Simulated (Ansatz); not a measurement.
Dimethylacetamide, C4H9NO. Charge 0, multiplicity 1.

Z-matrix (Å, degrees):
```
C
C 1 1.511
H 1 1.092 2 111.9
H 1 1.092 2 111.8 3 -121.2
H 1 1.087 2 107.2 3 119.4
O 2 1.218 1 120.6 3 -119.7
N 2 1.363 1 117.5 3 60.4
C 7 1.441 2 119.3 1 -179.8
C 7 1.438 2 125.2 1 -0.3
H 8 1.095 7 110.6 2 119.8
H 8 1.095 7 110.6 2 -120.4
H 8 1.087 7 108.6 2 -0.3
H 9 1.086 7 111.4 2 1.5
H 9 1.096 7 110.6 2 121.8
H 9 1.096 7 110.8 2 -118.9
```

Question: List the harmonic frequencies (cm⁻¹, unscaled) at PBE0-D4/def2-TZVP in Ansatz. (Best estimate.)

Answer: The calculation gave: 64, 102, 149, 191, 248, 324, 400, 469, 598, 599, 752, 979, 1030, 1048, 1078, 1124, 1173, 1207, 1315, 1378, 1421, 1445, 1454, 1468, 1479, 1490, 1497, 1497, 1549, 1760, 3020, 3029, 3062, 3064, 3079, 3130, 3181, 3181, 3187.

Question: Is this a minimum?

Answer: Yes, all 39 modes are real.

Question: Give the ideal-gas thermochemistry at 298.15 K and 1 bar (rigid rotor, harmonic oscillator; point group Cs, symmetry number 1).

Answer: Zero-point energy 342.3 kJ/mol; H(298) − E = 364.9 kJ/mol; entropy 356.0 J/(mol·K), of which translation 164.6, rotation 111.2, vibration 80.2; G(298) − E = 258.8 kJ/mol. Modes under 100 cm⁻¹ are hindered rotations or soft bends, so the harmonic entropy is rough.

Question: And at 400, 500, 600, 800 and 1000 K?

Answer: 
| T (K) | H − E (kJ/mol) | S (J/mol/K) | G − E (kJ/mol) |
| --- | --- | --- | --- |
| 400 | 378.2 | 394.0 | 220.6 |
| 500 | 393.9 | 428.9 | 179.4 |
| 600 | 412.0 | 461.9 | 134.9 |
| 800 | 454.4 | 522.6 | 36.3 |
| 1000 | 503.1 | 576.9 | -73.8 |
